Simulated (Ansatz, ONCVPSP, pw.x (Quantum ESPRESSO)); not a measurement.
**molybdenum (Mo): one change to the ONCV potential, in the atom and in the fcc crystal**

```
Element                 : molybdenum
Generator               : ONCVPSP 4.0.1.1 (patched build)
Type                    : optimised norm-conserving Vanderbilt (ONCV)
Functional              : PBE
Relativity              : scalar-relativistic
Frozen core             : [Ar] 3d10
Valence charge          : 14
Reference configuration : 4s2 4p6 4d5 5s1
Partial waves           : 4s+5s: rc 1.80 bohr, ncon 4, nbas 7, qcut 7.3 1/bohr, 2 projectors; 4p: rc 1.20 bohr, ncon 3, nbas 7, qcut 7.8 1/bohr, 1 projector; 4d: rc 1.80 bohr, ncon 4, nbas 8, qcut 5.9 1/bohr, 2 projectors, debl 1.6 Ha
Local potential         : polynomial inside 0.95 bohr (lpopt 5, dvloc0 3 Ha)
Core correction         : Teter function, fcfact 2.75, rcfact 1.65
```

Change: local potential polynomial inside 0.95 bohr (lpopt 5, dvloc0 -2.5 Ha).

Cutoffs, loose and tight: the cutoffs (Ha) at which the residual kinetic energy of the hardest occupied pseudo-wave falls to 1 and 0.1 mHa per electron. They do not see the model core or the augmentation charge, which bear on the density cutoff. Test errors are all-electron minus pseudo excitation energies from the reference, over the configurations 4s2 4p6 4d5 5s0; 4s2 4p6 4d4 5s0; 4s2 4p6 4d3 5s0; 4s2 4p6 4d4 5s1 5p1; variants that change the core or the reference have their own tests.

Crystal test: fcc Mo in pw.x 7.5, no spin, 14³ k-points, Fermi–Dirac smearing 0.01 Ry, cutoffs set for each file from its atomic test. The reference is all-electron LAPW (Ansatz 0.2.0) with the same functional, mesh and smearing; V0 and B0 come from Birch–Murnaghan fits to the pressures at five volumes. Errors are pseudo minus all-electron; Δ is the rms difference of the E(V) curves that follow from these fits, minima aligned, over ±6 % about the mean V0. Mesh and smearing are coarse, so the numbers serve the comparison and aren't converged zero-temperature values; the lattice is a test structure that the element need not adopt.

All-electron: a0 = 4.005 Å (V0 = 16.06 Å³/atom), B0 = 235.3 GPa.

Q: Does the change bring the crystal closer to the all-electron result?

A: The mean pressure error goes from -0.91 to -1.50 GPa, so the change moves the solid further from the all-electron pressures.

```csv
quantity,base,changed
outcome (atom),generated,generated
"cutoff, loose (atom)",27 Ha,27 Ha
"cutoff, tight (atom)",70 Ha,70 Ha
bound ghosts (atom),none,none
largest test error (meV) (atom),+33,+42
cutoffs in pw.x (Ry),165/660,165/660
a0 (Å),4.000,3.996
a0 error (%),-0.13,-0.21
B0 error (%),+1.5,+2.1
Δ (meV/atom),3.2,5.2
mean pressure error (GPa),-0.91,-1.50
```

Changed file: The generator flags a localised state at positive energy (s at 38 eV).
